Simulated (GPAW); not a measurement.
# Magnetic state of Fe2 Ru6 Fe2 0001 from several starts

Wanted: the moments of Fe2 Ru6 Fe2 0001 and the energy of each order that was tried.

Calculated with GPAW 26.7.0; PBE; plane waves with GPAW's PAW setups, scalar-relativistic.

## 1. Starting point

The cell holds 10 atoms: 4 Fe and 6 Ru. Its edges and angles: a = 2.706 Å, b = 2.706 Å, c = 30.450 Å, α = 90.0°, β = 90.0°, γ = 120.0°. ideal sites on the substrate's mesh, layer spacings from atomic volumes, unrelaxed, 12 A of vacuum. Vacuum lies along c.

## 2. Start 1: ferro ++++

Parallel moments need no larger cell; this start tests for a ferromagnetic state only.

Input file order1.py:

```python
import json
import numpy as np
from ase import Atoms
from ase.parallel import paropen, parprint
from gpaw import GPAW

atoms = Atoms(['Fe', 'Fe', 'Ru', 'Ru', 'Ru', 'Ru', 'Ru', 'Ru', 'Fe', 'Fe'],
    cell=[[2.706, 0.0, 0.0],
         [-1.353, 2.343465, 0.0],
         [0.0, 0.0, 30.450139]],
    scaled_positions=[[0.0, 0.0, 0.197043],
         [0.333333, 0.666667, 0.258153],
         [0.0, 0.0, 0.323923],
         [0.333333, 0.666667, 0.394354],
         [0.0, 0.0, 0.464785],
         [0.333333, 0.666667, 0.535215],
         [0.0, 0.0, 0.605646],
         [0.333333, 0.666667, 0.676077],
         [0.0, 0.0, 0.741847],
         [0.333333, 0.666667, 0.802957]],
    pbc=True,
    magmoms=[2.6, 2.6, 0.0, 0.0, 0.0, 0.0, 0.0, 0.0, 2.6, 2.6])
atoms.calc = GPAW(mode={'name': 'pw', 'ecut': 450},
    xc='PBE',
    kpts={'size': (20, 20, 1), 'gamma': True},
    occupations={'name': 'fermi-dirac', 'width': 0.05},
    convergence={'density': 1e-05, 'energy': 1e-05},
    maxiter=200,
    mixer={'name': 'pulay', 'beta': 0.03, 'nmaxold': 8, 'weight': 100},
    symmetry={'tolerance': 1e-4},
    txt='order1.txt')
e = atoms.get_potential_energy(force_consistent=True)
res = {'free_energy': e, 'energy_sigma0': atoms.get_potential_energy(), 'fermi_energy': atoms.calc.get_fermi_level()}
res['moments'] = atoms.get_magnetic_moments().tolist()
res['total'] = atoms.get_magnetic_moment()
parprint('site moments (muB):', np.round(res['moments'], 3))
parprint(f"total moment: {res['total']:.3f} muB")
parprint(f'free energy: {e:.6f} eV')
atoms.calc.write('order1.gpw')
with paropen('results.json', 'w') as f:
    json.dump(res, f)
```

Run with:

```console
$ OMP_NUM_THREADS=1 mpirun -n 4 gpaw python order1.py > order1.log
```

Numbers of over 12 decimals in the logs are rounded to 6 here.

Log:

```text
site moments (muB): [ 2.747  2.253 -0.102 -0.056  0.02   0.02  -0.056 -0.102  2.253  2.747]
total moment: 9.939 muB
free energy: -89.836104 eV

--- order1.txt ---
Input parameters:
  mode=PW(ecut=450),
  convergence={'density': 1e-05, 'energy': 1e-05},
  kpts=MonkhorstPack(size=(20, 20, 1), gamma=True),
  maxiter=200,
  mixer=Pulay(name='pulay', nmaxold=8, beta=0.03, weight=100, sigma=0.015, g_ss=None),
  occupations=Occupations(name='fermi-dirac', width=0.05),
  symmetry=Symmetry(tolerance=0.0001),
  xc=XC(name='PBE')

Diagonalizing LCAO Hamiltonian
Converting LCAO to pw mode

        Fe

       Fe
        Ru

       Ru

        Ru

       Ru

        Ru

       Ru
        Fe

       Fe

Atoms  # Å, Bohr magnetons
|   | symbol |         x |        y |         z |    initial magnetic moments |
|---|--------|-----------|----------|-----------|-----------------------------|
| 0 |     Fe |  0.000000 | 0.000000 |  5.999987 | ( 0.0000,  0.0000,  2.6000) |
| 1 |     Fe | -0.000001 | 1.562311 |  7.860795 | ( 0.0000,  0.0000,  2.6000) |
| 2 |     Ru |  0.000000 | 0.000000 |  9.863500 | ( 0.0000,  0.0000,  0.0000) |
| 3 |     Ru | -0.000001 | 1.562311 | 12.008134 | ( 0.0000,  0.0000,  0.0000) |
| 4 |     Ru |  0.000000 | 0.000000 | 14.152768 | ( 0.0000,  0.0000,  0.0000) |
| 5 |     Ru | -0.000001 | 1.562311 | 16.297371 | ( 0.0000,  0.0000,  0.0000) |
| 6 |     Ru |  0.000000 | 0.000000 | 18.442005 | ( 0.0000,  0.0000,  0.0000) |
| 7 |     Ru | -0.000001 | 1.562311 | 20.586639 | ( 0.0000,  0.0000,  0.0000) |
| 8 |     Fe |  0.000000 | 0.000000 | 22.589344 | ( 0.0000,  0.0000,  2.6000) |
| 9 |     Fe | -0.000001 | 1.562311 | 24.450152 | ( 0.0000,  0.0000,  2.6000) |

Unit cell  # Å
| periodic |         x |        y |         z |   lengths |     angles |
|----------|-----------|----------|-----------|-----------|------------|
|      yes |  2.706000 | 0.000000 |  0.000000 |  2.706000 |  90.000000 |
|      yes | -1.353000 | 2.343465 |  0.000000 |  2.706000 |  90.000000 |
|      yes |  0.000000 | 0.000000 | 30.450139 | 30.450139 | 119.999997 |

Number of symmetries: 6

BZ-sampling:
  Number of BZ points: 400
  Number of IBZ points: 44

  Monkhorst-Pack size: [20, 20, 1]
  Monkhorst-Pack shift: [0.025, 0.025, 0.0]

K-points  # in reciprocal-cell coordinates
|     |                                coordinates |     weight |
|-----|--------------------------------------------|------------|
|   0 | ( -0.00000000,  -0.00000000,   0.00000000) | 0.00250000 |
|   1 | (  0.05000000,  -0.00000000,   0.00000000) | 0.01500000 |
|   2 | (  0.10000000,  -0.05000000,   0.00000000) | 0.01500000 |
|   3 | (  0.10000000,  -0.00000000,   0.00000000) | 0.01500000 |
|   4 | (  0.15000000,  -0.05000000,   0.00000000) | 0.03000000 |
|   5 | (  0.15000000,  -0.00000000,   0.00000000) | 0.01500000 |
|   6 | (  0.20000000,  -0.10000000,   0.00000000) | 0.01500000 |
|   7 | (  0.20000000,  -0.05000000,   0.00000000) | 0.03000000 |
|   8 | (  0.20000000,  -0.00000000,   0.00000000) | 0.01500000 |
|   9 | (  0.25000000,  -0.10000000,   0.00000000) | 0.03000000 |
| ... |                                            |            |
|  43 | (  0.50000000,   0.50000000,   0.00000000) | 0.00750000 |

Plane wave coefficients: 4233
Cutoff: 450.000000 eV

Spin-components: 2 (collinear spins)
Bands:           88
Projectors:      60
Spin-degeneracy: 1
Datatype:        complex128

Parallelization:
  kpt:    4
  domain: 1
  band:   1

Density:
  Valence electrons: 128.0
  Components: 2
  Grid points: [ 14  14 150]
  Charge: 0.0  # |e|

Potential:
  Grid points: [ 14  14 150]

species:
  Fe:
    name:    Iron
    Z:       26.0
    valence: 8
    core:    18
    charge:  0.0  # [|e|]
    compensation charges:
      type: gauss
      rc: 0.33  # [Å]
      lmax: 2
    cutoffs:
      filter: 2.06  # [Å]
      core: 2.67  # [Å]
    projectors
    | kind |    occ | energy [eV] | rcut [Å] |
    |------|--------|-------------|----------|
    |   4s |  2.000 |      -5.291 |    1.164 |
    |   4p |  0.000 |      -1.326 |    1.058 |
    |   3d |  6.000 |      -7.505 |    1.058 |
    |    s |        |      21.920 |    1.164 |
    |    p |        |      25.885 |    1.058 |
    |    d |        |      19.706 |    1.058 |

    Using partial waves for Fe as LCAO basis

  Ru:
    name:    Ruthenium
    Z:       44.0
    valence: 16
    core:    28
    charge:  0.0  # [|e|]
    compensation charges:
      type: gauss
      rc: 0.39  # [Å]
      lmax: 2
    cutoffs:
      filter: 2.16  # [Å]
      core: 1.30  # [Å]
    projectors
    | kind |    occ | energy [eV] | rcut [Å] |
    |------|--------|-------------|----------|
    |   4s |  2.000 |     -76.316 |    1.281 |
    |   5s |  1.000 |      -4.236 |    1.281 |
    |   4p |  6.000 |     -46.423 |    1.286 |
    |   5p |  0.000 |      -0.913 |    1.286 |
    |   4d |  7.000 |      -5.203 |    1.254 |
    |    d |        |      22.008 |    1.254 |

    Using partial waves for Ru as LCAO basis

Reference energy: -877948.568297  # eV

eigensolver:
  PPCG
  Converge bands: occupied
  niter=2

density mixing:
  Pulay-Mixer
  Linear mixing parameters: 0.03
  Old densities: 8
  Fourier metric: weight=100, sigma=0.015

occupation numbers:
  Fermi-Dirac:
    width: 0.0500  # eV

poisson solver:
  ecut: 3600.000000  # eV

xc functional:
  name: PBE with 2 nearest neighbor stencil

convergence criteria:
- Maximum integral of absolute [dens]ity change: 1e-05 electrons / valence electron
- Maximum [total energy] change in last 3 cyles: 1e-05 eV / valence electron
- Maximum integral of absolute [eigenst]ate change: 4e-08 eV^2 / valence electron
maximum number of iterations: 200

SCF iterations
|iter     |      energy | eigst |  dens |  magmom |
|---------|-------------|-------|-------|---------|
|iter:   1|       0s | -110.179971 | +0.31 |       | +10.4158|
|iter:   2|      10s | -294.281287 | +0.32 | -0.63 | +10.1978|
|iter:   3|      20s |  -97.266390 | -0.47 | -0.42 | +10.1593|
|iter:   4|      30s |  -97.578125 | -2.22 | -0.94 | +10.1587|
|iter:   5|      39s |  -95.174877 | -2.28 | -0.93 | +10.1640|
|iter:   6|      50s |  -94.528030 | -2.93 | -1.00 | +10.1659|
|iter:   7|      60s |  -93.508378 | -1.63 | -1.02 | +10.1751|
|iter:   8|      70s |  -93.433404 | -1.81 | -1.01 | +10.0858|
|iter:   9|      80s |  -89.897483 | -0.93 | -1.08 |  +9.8106|
|iter:  10|      90s |  -90.023192 | -2.03 | -1.46 |  +9.8330|
[... 48 iterations left out ...]
|iter:  59|     521s |  -89.787675c| -8.76c| -4.70 |  +9.9379|
|iter:  60|     525s |  -89.787674c| -8.54c| -4.77 |  +9.9382|
|iter:  61|     530s |  -89.787674c| -8.62c| -4.85 |  +9.9384|
|iter:  62|     535s |  -89.787674c| -9.12c| -4.89 |  +9.9385|
|iter:  63|     540s |  -89.787674c| -8.86c| -4.90 |  +9.9386|
|iter:  64|     545s |  -89.787674c| -8.94c| -4.90 |  +9.9387|
|iter:  65|     549s |  -89.787675c| -9.00c| -4.92 |  +9.9389|
|iter:  66|     554s |  -89.787675c| -9.17c| -4.94 |  +9.9390|
|iter:  67|     558s |  -89.787676c| -8.99c| -4.97 |  +9.9392|
|iter:  68|     563s |  -89.787677c| -8.85c| -5.11c|  +9.9394|

Converged in 68 steps
Energy contributions relative to reference atoms: (reference = -877948.568297)

Energy contributions:
  Kinetic:          23.530447
  Coulomb:         -39.182571
  Zero:             -0.572946
  External:          0.000000
  Xc:              -73.514181
  Entropy:          -0.096853
  Spinorbit:         0.000000
  ----------------------------
  Free energy:     -89.836104
  Extrapolated:    -89.787677

dipole moment: (-34.672525, -28.044345, -0.000608)  # |e|*Ang

Total magnetic moment: (0.000000, 0.000000, 9.939370)

Local magnetic moments
|        x |        y |         z |
|----------|----------|-----------|
| 0.000000 | 0.000000 |  2.746977 |  # Fe   0
| 0.000000 | 0.000000 |  2.253292 |  # Fe   1
| 0.000000 | 0.000000 | -0.102028 |  # Ru   2
| 0.000000 | 0.000000 | -0.055962 |  # Ru   3
| 0.000000 | 0.000000 |  0.020213 |  # Ru   4
| 0.000000 | 0.000000 |  0.020214 |  # Ru   5
| 0.000000 | 0.000000 | -0.055960 |  # Ru   6
| 0.000000 | 0.000000 | -0.102031 |  # Ru   7
| 0.000000 | 0.000000 |  2.253286 |  # Fe   8
| 0.000000 | 0.000000 |  2.746980 |  # Fe   9

Fermi level: 6.738
Eigenvalues  # (at kpt = [-0.000, -0.000, 0.000])
| band index |      eig [eV] | occ [0-1] |      eig [eV] | occ [0-1] |
|------------|---------------|-----------|---------------|-----------|
|          0 |       -66.380 |     1.000 |       -66.387 |     1.000 |
|        ... |               |           |               |           |
|         62 |         5.002 |     1.000 |         6.625 |     0.907 |
|         63 |         5.041 |     1.000 |         6.625 |     0.907 |
|         64 |         5.042 |     1.000 |         6.852 |     0.094 |
|         65 |         5.629 |     1.000 |         6.980 |     0.008 |
|         66 |         5.629 |     1.000 |         6.980 |     0.008 |
|         67 |         5.659 |     1.000 |         7.042 |     0.002 |
|         68 |         5.886 |     1.000 |         7.221 |     0.000 |
|         69 |         5.886 |     1.000 |         7.333 |     0.000 |
|         70 |         6.084 |     1.000 |         7.333 |     0.000 |
|         71 |         6.084 |     1.000 |         7.642 |     0.000 |
|         72 |         6.523 |     0.987 |         7.642 |     0.000 |
|         73 |         6.523 |     0.987 |         7.711 |     0.000 |
|         74 |         6.658 |     0.833 |         7.855 |     0.000 |
|         75 |         7.080 |     0.001 |         7.855 |     0.000 |
|         76 |         7.080 |     0.001 |         8.022 |     0.000 |
|        ... |               |           |               |           |
|         87 |        13.235 |     0.000 |        13.534 |     0.000 |

No gap
No difference between direct/indirect transitions
```

Elapsed: 9.8 min, on 4 MPI ranks of AMD EPYC 7B13 (Zen 3), shared host; peak memory 1.5 GiB; 39 min of CPU time.

Spin moment in the augmentation sphere by atom:

```
atom  spin moment in the augmentation sphere (μB)
 Fe1                                         2.75
 Fe2                                         2.25
 Ru3                                        -0.10
 Ru4                                        -0.06
 Ru5                                         0.02
 Ru6                                         0.02
 Ru7                                        -0.06
 Ru8                                        -0.10
 Fe9                                         2.25
Fe10                                         2.75
```

Numbers from this step:

| Quantity | Value |
| --- | --- |
| magnetization | 9.939 μB |
| final state | ferromagnetic |

After 68 cycles the largest moment stands at 2.75 μB.

(Part 1 of 2 ends here.)

[Logs and program files are shortened in this print: banners, set-up blocks, solver, clock and traceback lines can be left out without a mark of their own.]

[Logs are printed without paths, hosts, clocks, repeated set-up lines and the standing remarks that a program may print on its own settings, such as how far it seeks lower states.]

[Hosts, paths, dates, database ids (printed as entryN), source tags and the programs' standing remarks are cut or masked in the printed files.]

[Where a cell is said to come from a database of computed structures, the database is the Materials Project.]
